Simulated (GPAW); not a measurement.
# Quasiparticle gap of BaS (Fm-3m) in GPAW

Wanted: ground state, empty states, screening and self-energy for BaS (Fm-3m).

Method: PBE and many-body steps on it, plane waves, in GPAW 26.7.0.

## (1) The structure

Symmetry: Fm-3m, No. 225, cubic system. The conventional cell has a = 6.388 Å, b = 6.388 Å, c = 6.388 Å, α = 90.00°, β = 90.00°, γ = 90.00°. Nearest to Ba lie 6 S at 3.19 Å. Nearest to S lie 6 Ba at 3.19 Å. Farther neighbours and most contacts between anions are not listed.

The cell and positions come from the Crystallography Open Database and are kept as given unless a step says otherwise. Spin-orbit coupling is left out unless a step names it.

## (2) Ground state

This step: GPAW 26.7.0; DFT, PBE, plane waves, PAW.

The ground-state density comes first.

File run.py:

```python
import json
import numpy as np
from gpaw.mpi import world
from ase import Atoms
from gpaw import GPAW, PW, FermiDirac

atoms = Atoms(['Ba', 'S'],
    cell=[[0.0000000000, 3.1937500000, 3.1937500000],
      [3.1937500000, 0.0000000000, 3.1937500000],
      [3.1937500000, 3.1937500000, 0.0000000000]],
    scaled_positions=[[0.0000000000, 0.0000000000, 0.0000000000],
      [0.5000000000, 0.5000000000, 0.5000000000]],
    pbc=(True, True, True))
calc = GPAW(mode=PW(450),
    xc='PBE',
    kpts={'size': (6, 6, 6), 'gamma': True},
    occupations=FermiDirac(0.001),
    nbands=-7,
    convergence={'density': 1e-6, 'bands': -3},
    maxiter=100,
    txt='gs.txt')
atoms.calc = calc
res = {'energy': atoms.get_potential_energy()}
kpts = calc.get_ibz_k_points()
res['kpts'] = kpts
res['eigenvalues'] = [calc.get_eigenvalues(kpt=k) for k in range(len(kpts))]
res['n_electrons'] = calc.get_number_of_electrons()
calc.write('gs.gpw')

if world.rank == 0:
    with open('result.json', 'w') as f:
        json.dump(res, f, default=lambda x: x.tolist())
```

The run is started by

```sh
> mpirun -n 4 gpaw python run.py
```

Numbers of over 12 decimals in the logs are rounded to 6 here.

What it wrote:

```text
__  _  _
 | _ |_)|_||  |
 |__||  | ||/\| - 26.7.0

Input parameters:
  mode=PW(ecut=450.000000),
  convergence={'density': 1e-06, 'bands': -3},
  kpts=MonkhorstPack(size=(6, 6, 6), gamma=True),
  maxiter=100,
  nbands=-7,
  occupations=Occupations(name='fermi-dirac', width=0.001, fixmagmom=False),
  xc=XC(name='PBE')
  [... matrices ...]
Diagonalizing LCAO Hamiltonian
Converting LCAO to pw mode

                 S

       Ba

Atoms  # Å, Bohr magnetons
|   | symbol |        x |        y |        z |    initial magnetic moments |
| 0 |     Ba | 0.000000 | 0.000000 | 0.000000 | ( 0.0000,  0.0000,  0.0000) |
| 1 |      S | 3.193750 | 3.193750 | 3.193750 | ( 0.0000,  0.0000,  0.0000) |

Unit cell  # Å
| periodic |        x |        y |        z |  lengths |    angles |
|      yes | 0.000000 | 3.193750 | 3.193750 | 4.516645 | 60.000000 |
|      yes | 3.193750 | 0.000000 | 3.193750 | 4.516645 | 60.000000 |
|      yes | 3.193750 | 3.193750 | 0.000000 | 4.516645 | 60.000000 |

Number of symmetries: 48
Symmetry operations  # r_c * U_cc + t_c -> r_c
|    | kind |            matrix            |
|  0 |  σ   |  1, 0, 0,  1, 0,-1,  1,-1, 0 |
|  1 |  C2  |  1, 0, 0,  1,-1, 0,  1, 0,-1 |
|  2 |  E   |  1, 0, 0,  0, 1, 0,  0, 0, 1 |
|  3 |  σ   |  1, 0, 0,  0, 0, 1,  0, 1, 0 |
|  4 |  C4  |  1, 0,-1,  1, 0, 0,  1,-1, 0 |
|  5 |  S6  |  1, 0,-1,  1,-1, 0,  1, 0, 0 |
|  6 |  σ   |  1, 0,-1,  0, 1,-1,  0, 0,-1 |
|  7 |  C3  |  1, 0,-1,  0, 0,-1,  0, 1,-1 |
|  8 |  S6  |  1,-1, 0,  1, 0, 0,  1, 0,-1 |
|  9 |  C4  |  1,-1, 0,  1, 0,-1,  1, 0, 0 |
| 10 |  C3  |  1,-1, 0,  0,-1, 1,  0,-1, 0 |
| 11 |  σ   |  1,-1, 0,  0,-1, 0,  0,-1, 1 |
| 12 |  σ   |  0, 1, 0,  1, 0, 0,  0, 0, 1 |
| 13 |  C4  |  0, 1, 0,  0, 1,-1, -1, 1, 0 |
| 14 |  C3  |  0, 1, 0,  0, 0, 1,  1, 0, 0 |
| 15 |  S6  |  0, 1, 0, -1, 1, 0,  0, 1,-1 |
| 16 |  C2  |  0, 1,-1,  1, 0,-1,  0, 0,-1 |
| 17 |  σ   |  0, 1,-1,  0, 1, 0, -1, 1, 0 |
| 18 |  S4  |  0, 1,-1,  0, 0,-1,  1, 0,-1 |
| 19 |  C4  |  0, 1,-1, -1, 1, 0,  0, 1, 0 |
| 20 |  C3  |  0, 0, 1,  1, 0, 0,  0, 1, 0 |
| 21 |  σ   |  0, 0, 1,  0, 1, 0,  1, 0, 0 |
| 22 |  S6  |  0, 0, 1,  0,-1, 1, -1, 0, 1 |
| 23 |  C4  |  0, 0, 1, -1, 0, 1,  0,-1, 1 |
| 24 |  S4  |  0, 0,-1,  1, 0,-1,  0, 1,-1 |
| 25 |  C3  |  0, 0,-1,  0, 1,-1,  1, 0,-1 |
| 26 |  C2  |  0, 0,-1,  0,-1, 0, -1, 0, 0 |
| 27 |  S6  |  0, 0,-1, -1, 0, 0,  0,-1, 0 |
| 28 |  S4  |  0,-1, 1,  1,-1, 0,  0,-1, 0 |
| 29 |  C4  |  0,-1, 1,  0, 0, 1, -1, 0, 1 |
| 30 |  C2  |  0,-1, 1,  0,-1, 0,  1,-1, 0 |
| 31 |  σ   |  0,-1, 1, -1, 0, 1,  0, 0, 1 |
| 32 |  C3  |  0,-1, 0,  1,-1, 0,  0,-1, 1 |
| 33 |  S6  |  0,-1, 0,  0, 0,-1, -1, 0, 0 |
| 34 |  S4  |  0,-1, 0,  0,-1, 1,  1,-1, 0 |
| 35 |  C2  |  0,-1, 0, -1, 0, 0,  0, 0,-1 |
| 36 |  C2  | -1, 1, 0,  0, 1, 0,  0, 1,-1 |
| 37 |  S6  | -1, 1, 0,  0, 1,-1,  0, 1, 0 |
| 38 |  S4  | -1, 1, 0, -1, 0, 1, -1, 0, 0 |
| 39 |  C3  | -1, 1, 0, -1, 0, 0, -1, 0, 1 |
| 40 |  S6  | -1, 0, 1,  0, 0, 1,  0,-1, 1 |
| 41 |  C2  | -1, 0, 1,  0,-1, 1,  0, 0, 1 |
| 42 |  C3  | -1, 0, 1, -1, 1, 0, -1, 0, 0 |
| 43 |  S4  | -1, 0, 1, -1, 0, 0, -1, 1, 0 |
| 44 |  C2  | -1, 0, 0,  0, 0,-1,  0,-1, 0 |
| 45 |  i   | -1, 0, 0,  0,-1, 0,  0, 0,-1 |
| 46 |  σ   | -1, 0, 0, -1, 1, 0, -1, 0, 1 |
| 47 |  C2  | -1, 0, 0, -1, 0, 1, -1, 1, 0 |

BZ-sampling:
  Number of BZ points: 216
  Number of IBZ points: 16

  Monkhorst-Pack size: [6, 6, 6]
  Monkhorst-Pack shift: [0.083333, 0.083333, 0.083333]

K-points  # in reciprocal-cell coordinates
|     |                                coordinates |     weight |
|   0 | (  0.00000000,   0.00000000,   0.00000000) | 0.00462963 |
|   1 | (  0.16666667,   0.16666667,   0.00000000) | 0.02777778 |
|   2 | (  0.16666667,   0.16666667,   0.16666667) | 0.03703704 |
|   3 | (  0.33333333,   0.16666667,   0.16666667) | 0.05555556 |
|   4 | (  0.33333333,   0.33333333,  -0.33333333) | 0.05555556 |
|   5 | (  0.33333333,   0.33333333,   0.00000000) | 0.02777778 |
|   6 | (  0.33333333,   0.33333333,   0.16666667) | 0.11111111 |
|   7 | (  0.33333333,   0.33333333,   0.33333333) | 0.03703704 |
|   8 | (  0.50000000,   0.33333333,  -0.33333333) | 0.11111111 |
|   9 | (  0.50000000,   0.33333333,  -0.16666667) | 0.05555556 |
| ... |                                            |            |
|  15 | (  0.50000000,   0.50000000,   0.50000000) | 0.01851852 |

Plane wave coefficients: 1428
Cutoff: 450.000000 eV

Spin-components: 1 (collinear spins)
Bands:           15
Projectors:      11
Spin-degeneracy: 2
Datatype:        complex128

  Storage: CPU
  Wave functions: 5_418_240 bytes (1_354_560 per core)
  Projectors: 7_946_752 bytes (1_986_688 per core)
  [... matrices ...]
Parallelization:
  kpt:    4
  domain: 1
  band:   1

Density:
  Valence electrons: 16.0
  Components: 1
  Grid points: [24 24 24]
  Charge: 0.0  # |e|

Potential:
  Grid points: [24 24 24]

species:
  Ba:
    name:    Barium
    Z:       56.0
    valence: 10
    core:    46
    charge:  0.0  # [|e|]
    compensation charges:
      type: gauss
      rc: 0.37  # [Å]
      lmax: 2
    cutoffs:
      filter: 2.06  # [Å]
      core: 2.33  # [Å]
    projectors
    | kind |    occ | energy [eV] | rcut [Å] |
    |   5s |  2.000 |     -33.644 |    1.164 |
    |   6s |  2.000 |      -3.229 |    1.164 |
    |   5p |  6.000 |     -18.744 |    1.164 |
    |    p |        |       0.000 |    1.164 |
    |    d |        |       0.000 |    1.164 |
    |    d |        |      27.211 |    1.164 |

    Using partial waves for Ba as LCAO basis

  S:
    name:    Sulfur
    Z:       16.0
    valence: 6
    core:    10
    charge:  0.0  # [|e|]
    compensation charges:
      type: gauss
      rc: 0.24  # [Å]
      lmax: 2
    cutoffs:
      filter: 1.77  # [Å]
      core: 1.66  # [Å]
    projectors
    | kind |    occ | energy [eV] | rcut [Å] |
    |   3s |  2.000 |     -17.254 |    0.974 |
    |   3p |  4.000 |      -7.008 |    0.979 |
    |    s |        |       9.957 |    0.974 |
    |    p |        |      20.203 |    0.979 |
    |    d |        |       0.000 |    0.900 |

    Using partial waves for S as LCAO basis

Reference energy: -232135.462409  # eV

eigensolver:
  PPCG
  Converge bands: -3
  niter=2

density mixing:
  MSR1-Mixer
  Pratt-step length: 0.05
  Maximum mixing coefficient: 0.75
  Old densities: 10
  SVD Regularization: 0.005
  Good broyden scale: 1.0
  Trust region scale: 1.0
  Backstep threshold: 4.0
  History deletion threshold: 6.0
  Fourier metric: weight=20.0, sigma=0.015

occupation numbers:
  Fermi-Dirac:
    width: 0.0010  # eV

poisson solver:
  ecut: 3600.000000  # eV

xc functional:
  name: PBE with 2 nearest neighbor stencil

Initialization done in: 0.833 s

convergence criteria:
- Maximum integral of absolute [dens]ity change: 1e-06 electrons / valence electron
- Maximum [total energy] change in last 3 cyles: 0.0005 eV / valence electron
- Maximum integral of absolute [eigenst]ate change: 4e-08 eV^2 / valence electron
maximum number of iterations: 100

SCF iterations
|iter     |     time |      energy | eigst |  dens |
|iter:   1|  |  -10.583186 | +1.61 |       |
|iter:   2|  |  -10.485943 | +0.55 | -1.03 |
|iter:   3|  |  -10.146256 | +0.12 | -1.08 |
|iter:   4|  |  -10.152657 | -0.75 | -1.55 |
|iter:   5|  |  -10.156645 | -1.78 | -1.91 |
|iter:   6|  |  -10.156806c| -3.00 | -2.80 |
|iter:   7|  |  -10.156812c| -3.93 | -3.50 |
|iter:   8|  |  -10.156813c| -4.74 | -3.91 |
|iter:   9|  |  -10.156813c| -5.59 | -5.14 |
|iter:  10|  |  -10.156813c| -6.63 | -5.55 |
|iter:  11|  |  -10.156813c| -7.57c| -6.60c|

Converged in 11 steps
SCF loop duration: 2.017 s (0.183 s/step)
Energy contributions relative to reference atoms: (reference = -232135.462409)
  [... matrices ...]
Energy contributions:
  Kinetic:          11.577368
  Coulomb:         -10.097637
  Zero:             -0.037831
  External:          0.000000
  Xc:              -11.598714
  Entropy:          -0.000000
  Spinorbit:         0.000000
  ----------------------------
  Free energy:     -10.156813
  Extrapolated:    -10.156813

dipole moment: (-38.646445, -38.646445, -38.646445)  # |e|*Ang

Fermi level: 6.031
Eigenvalues  # (at kpt = [0.000, 0.000, 0.000])
| band index |      eig [eV] | occ [0-2] |
|          0 |       -21.163 |     2.000 |
|          1 |        -6.250 |     2.000 |
|          2 |        -6.250 |     2.000 |
|          3 |        -6.250 |     2.000 |
|          4 |        -5.479 |     2.000 |
|          5 |         4.862 |     2.000 |
|          6 |         4.862 |     2.000 |
|          7 |         4.862 |     2.000 |
|          8 |         8.483 |     0.000 |
|          9 |         8.753 |     0.000 |
|         10 |         8.753 |     0.000 |
|         11 |         8.753 |     0.000 |
|         12 |         9.675 |     0.000 |
|         13 |         9.675 |     0.000 |
|         14 |        13.492 |     0.000 |

Gap: 2.132 eV
Transition (v -> c):
  (s=0, k=0, n=7, [0.00, 0.00, 0.00]) -> (s=0, k=12, n=8, [0.50, 0.50, 0.00])
Direct/indirect transitions are different
Direct gap: 2.262 eV
Transition at: (s=0, k=12, n=7, [0.50, 0.50, 0.00])
# Writing to gs.gpw (mode='')
  [... matrices ...]
```

Run time: 4.3 s. Hardware: 4 MPI ranks of Arm Neoverse V2, shared host; peak memory 0.63 GiB.

Numbers from this step:

```yaml
total_energy: -10.16 eV
gap: 2.132 eV
k_of_the_valence_top: 0, 0, 0
k_of_the_conduction_bottom: 0.5, 0.5, 0
least_direct_gap: 2.262 eV
```

The gap is indirect, with the least direct gap 0.13 eV higher.

## (3) Empty states on the mesh, 4×4×4 mesh, 157 bands

The sums over transitions need many empty states on a uniform mesh; this step solves for them.

File run.py:

```python
import json
import numpy as np
from gpaw.mpi import world
from gpaw import GPAW

calc = GPAW('gs.gpw').fixed_density(kpts={'size': (4, 4, 4), 'gamma': True},
    parallel={'domain': 1, 'band': 1},
    txt='nscf.txt')
calc.diagonalize_full_hamiltonian(nbands=157)
calc.write('full.gpw', mode='all')
res = {}
kpts = calc.get_ibz_k_points()
res['kpts'] = kpts
res['eigenvalues'] = [calc.get_eigenvalues(kpt=k) for k in range(len(kpts))]
res['n_electrons'] = calc.get_number_of_electrons()

if world.rank == 0:
    with open('result.json', 'w') as f:
        json.dump(res, f, default=lambda x: x.tolist())
```

The run is started by

```sh
> mpirun -n 4 gpaw python run.py
```

What it wrote:

```text
Diagonalizing LCAO Hamiltonian
Converting LCAO to pw mode
convergence criteria:
- Maximum integral of absolute [eigenst]ate change: 4e-08 eV^2 / valence electron
maximum number of iterations: 100

SCF iterations
|iter     |     time |      energy | eigst |  dens |
|iter:   1|  |             | +1.71 |       |
|iter:   2|  |             | +0.53 |       |
|iter:   3|  |             | -0.19 |       |
[...]
|iter:  11|  |             | -6.39 |       |
|iter:  12|  |             | -7.06 |       |
|iter:  13|  |             | -7.67c|       |
SCF steps: 13
  __  _  _
 | _ |_)|_||  |
 |__||  | ||/\| - 26.7.0

Input parameters:
  mode=PW(ecut=450.000000),
  convergence={'density': 1e-06, 'bands': -3},
  gpts=array([24, 24, 24]),
  kpts=MonkhorstPack(size=(4, 4, 4), gamma=True),
  maxiter=100,
  nbands=15,
  occupations=Occupations(name='fermi-dirac', width=0.001, fixmagmom=False),
  parallel={'domain': 1, 'band': 1},
  xc=XC(name='PBE')
Matrix size: 1411x1411
# Writing to full.gpw (mode='all')
  [... matrices ...]

timing:  # [seconds]
  Total: 5.104  # ━━━━━━━━━━━━━━━━━━━━━━━━━━━━━━━━━━━━━━━━━━━━━━━━━━━━━━━━━━━
```

Elapsed: 8.3 s, on 4 MPI ranks; peak memory 1.3 GiB.

Numbers from this step:

| Property | Result |
| --- | --- |
| gap | 2.132 eV |
| k of the valence top | 0, 0, 0 |
| k of the conduction bottom | 0.5, 0.5, 0 |
| least direct gap | 2.262 eV |
| k points computed | 8 |
| lowest point of the top converged band, above the valence top | 90.8368 eV |

On this mesh the gap is 2.132 eV.

## (4) Screening and self-energy, 4×4×4 mesh, 147 bands, screening to 100 eV

G0W0 replaces the xc potential by the self-energy, built once from these orbitals. Only a window of levels is corrected, while the sums run over the empty bands that the input names.

This step: G0W0 on PBE, plane waves, PAW.

File run.py:

```python
import json
import numpy as np
from gpaw.mpi import world
from gpaw.response.g0w0 import G0W0

gw = G0W0('full.gpw',
    filename='gw',
    kpts=[0, 5],
    bands=(6, 10),
    ecut=100,
    nbands=147,
    integrate_gamma='WS',
    ppa=True)
gw.calculate()
res = {mode: {k: v for k, v in r.items() if k != 'sigma_eskwn'}
       for mode, r in gw.all_results.items()}

if world.rank == 0:
    with open('result.json', 'w') as f:
        json.dump(res, f, default=lambda x: x.tolist())
```

The run is started by

```sh
> mpirun -n 4 gpaw python run.py
```

What it wrote:

```text
Using integrator: PointIntegrator
FrequencyGridDescriptor(from 0.000+0.000j to 0.000+27.211j eV, 2 points)
Nonperiodic BCs:  [False False False]
Using integrator: PointIntegrator
FrequencyGridDescriptor(from 0.000+0.000j to 0.000+27.211j eV, 2 points)
Nonperiodic BCs:  [False False False]
  ___  _ _ _
 |   || | | |
 | | || | | |
 |__ ||_____|
 |___|

BZ k-points: Symmetries present (total): 48

  [... matrices ...]
64 k-points: 4 x 4 x 4 Monkhorst-Pack grid + [1/8,1/8,1/8]
8 k-points in the irreducible part of the Brillouin zone
       k-points in crystal coordinates                weights
   0:     0.00000000    0.00000000    0.00000000          1/64
   1:     0.25000000    0.25000000    0.00000000          6/64
   2:     0.25000000    0.25000000    0.25000000          8/64
   3:     0.50000000    0.25000000   -0.25000000          6/64
   4:     0.50000000    0.25000000    0.25000000         12/64
   5:     0.50000000    0.50000000    0.00000000          3/64
   6:     0.50000000    0.50000000    0.25000000         24/64
   7:     0.50000000    0.50000000    0.50000000          4/64

Distributing spins, k-points and bands (1 x 2 x 4) over 4 processes
Number of blocks: 1

Quasi particle states:
k-points (IBZ indices): [0, 5]
Band range: (6, 10)
  [... matrices ...]
Computational parameters:
Plane wave cut-off: 100 eV
Number of bands: 147
Coulomb cutoff: None
Broadening: 0.1 eV

fxc modes: GW
Kernel: RPA
Using Godby-Needs plasmon-pole approximation:
  Fitting energy: i*E0, E0 = 1.000 Hartree
Summing all q:

Calculating screened Coulomb potential
No Coulomb truncation
FrequencyGridDescriptor(from 0.000+0.000j to 0.000+27.211j eV, 2 points)
Removing empty qpoint cache files...

Calculating chi0 body with:
    Ground state adapter containing:
    Number of spins: 1
    Number of kpoints: 64
    Number of irreducible kpoints: 8
    Number of completely occupied states: 8
    Number of partially occupied states: 8
    Occupied states memory: 1.6875 M / cpu

    Linear response parametrization:
    q_c: [0.0, 0.0, 0.0]
    Number of frequency points: 2
    Planewave cutoff: 100.0
    Number of bands: 147
    Number of planewaves: 169
    Broadening (eta): 1e-06
    comm.size: 4
    kncomm.size: 4
    blockcomm.size: 1

    Memory estimate of potentially large arrays:
        chi0_wGG: 0.871613 M / cpu
Integrating chi0 body.

Symmetries of q_c:
    Direct symmetries (Uq -> q): 48
    Indirect symmetries (TUq -> q): 0
In total 48 allowed symmetries.

  [... matrices ...]
8 groups of equivalent kpoints. 87.5% reduction.

Integral kind: response function
Integrating chi0 head and wings.

Symmetries of q_c:
    Direct symmetries (Uq -> q): 48
    Indirect symmetries (TUq -> q): 0
In total 48 allowed symmetries.

  [... matrices ...]
8 groups of equivalent kpoints. 87.5% reduction.

Integral kind: response function wings

Calculating chi0 body with:
    Ground state adapter containing:
    Number of spins: 1
    Number of kpoints: 64
    Number of irreducible kpoints: 8
    Number of completely occupied states: 8
    Number of partially occupied states: 8
    Occupied states memory: 1.6875 M / cpu

    Linear response parametrization:
[... the further q-points ...]

Results:
f:      Occupation numbers
eps:     KS-eigenvalues [eV]
vxc:     KS vxc [eV]
exx:     Exact exchange [eV]
sigma:   Self-energies [eV]
dsigma:  Self-energy derivatives
Z:       Renormalization factors
qp:      QP-energies [eV]

k-point 0 (0): (0.000, 0.000, 0.000)                GW
band       f     eps     vxc     exx   sigma  dsigma       Z      qp
                                                                   GW
   6   1.000   4.862 -14.538 -17.551   1.858  -0.274   0.785   3.956
   7   1.000   4.862 -14.538 -17.551   1.858  -0.274   0.785   3.956
   8   0.000   8.483  -9.616  -5.634  -3.674  -0.204   0.830   8.739
   9   0.000   8.753  -9.953  -5.440  -3.817  -0.205   0.830   9.330

k-point 1 (5): (0.500, 0.500, 0.000)                GW
band       f     eps     vxc     exx   sigma  dsigma       Z      qp
                                                                   GW
   6   1.000   4.732 -14.595 -17.680   1.906  -0.272   0.786   3.805
   7   1.000   4.732 -14.595 -17.680   1.906  -0.272   0.786   3.805
   8   0.000   6.994  -8.659  -4.825  -3.464  -0.200   0.833   7.302
   9   0.000  10.812 -12.593  -7.512  -3.928  -0.212   0.825  11.763
```

Wall time 30 s (4 MPI ranks); peak memory 1.3 GiB; 2 min of CPU time.

This step gave:

| Property | Result |
| --- | --- |
| G0W0 gap on the points computed | 3.346 eV |
| least direct G0W0 gap on the computed points | 3.497 eV |
| Z at the valence top | 0.7849 |
| Z at the conduction bottom | 0.8330 |
| starting gap on the mesh | 2.132 eV |
| k of the valence top | 0, 0, 0 |
| k of the conduction bottom | 0.5, 0.5, 0 |

The gap on the mesh goes from 2.13 eV to 3.35 eV, a correction of +1.21 eV.

Limits: finite bands, cutoff and mesh; no spin-orbit coupling. v1 is the top filled band, c1 the lowest empty one. Levels before and after the correction, in eV, zero at the valence-band top of each column:

```tsv
	conduction bottom	valence top
Kohn-Sham	2.13	0.00
G0W0	3.35	0.00
```

```tsv
	level	energy (eV)
Kohn-Sham	Γ v2-v1	0.000
Kohn-Sham	Γ c1	3.621
Kohn-Sham	Γ c2	3.891
Kohn-Sham	(0.5 0.5 0) v2-v1	-0.130
Kohn-Sham	(0.5 0.5 0) c1	2.132
Kohn-Sham	(0.5 0.5 0) c2	5.950
G0W0	Γ v2-v1	0.000
G0W0	Γ c1	4.783
G0W0	Γ c2	5.374
G0W0	(0.5 0.5 0) v2-v1	-0.151
G0W0	(0.5 0.5 0) c1	3.346
G0W0	(0.5 0.5 0) c2	7.807
```

## (5) Where the time went

Times are wall times on 4 MPI ranks of Arm Neoverse V2, shared host, good to a factor of about two.

```tsv
step	time	share	memory (GiB)
ground state	4.3 s	10 %	0.63
empty states on the mesh	8.3 s	19 %	1.3
screening and self-energy	30 s	70 %	1.3
```

## (6) Summary of results

| Quantity | Value |
| --- | --- |
| PBE gap | 2.13 eV, indirect |
| G0W0 gap on the mesh | 3.35 eV |
| GW settings | 4×4×4 mesh, 147 bands, screening to 100 eV, Godby-Needs plasmon pole |
| known limits | not at the basis limit; no spin-orbit coupling |

In words: G0W0 moves the gap on the mesh from 2.13 eV to 3.35 eV (+1.21 eV), with Z of 0.78 and 0.83 at the edges. Only 2 of the mesh's irreducible points were corrected, so a valley elsewhere could overtake. The dearest step here is «screening and self-energy». Bands and cutoff are finite, so the gap is not at the basis limit. The miss can reach some tenths of an eV and take either sign; the mesh is an error of its own. These stock PAW sets were not made for GW. In the G0W0 run levels were corrected at 2 k points alone, so a gap called «on the mesh» is the least over those, and an edge elsewhere would be missed. The many-body steps are scalar-relativistic: spin-orbit coupling is not in them.

[Paths, hosts, dates, memory and timing lines, banners, echoed tables and standing remarks are left out of the program output.]

[Logs are printed without paths, hosts, clocks, repeated set-up lines and the standing remarks that a program may print on its own settings, such as how far it seeks lower states.]

[Runs of the session that timed out or met a known fault of the program may be left out.]

[Hosts, paths, dates, database ids (printed as entryN), source tags and the programs' standing remarks are cut or masked in the printed files.]
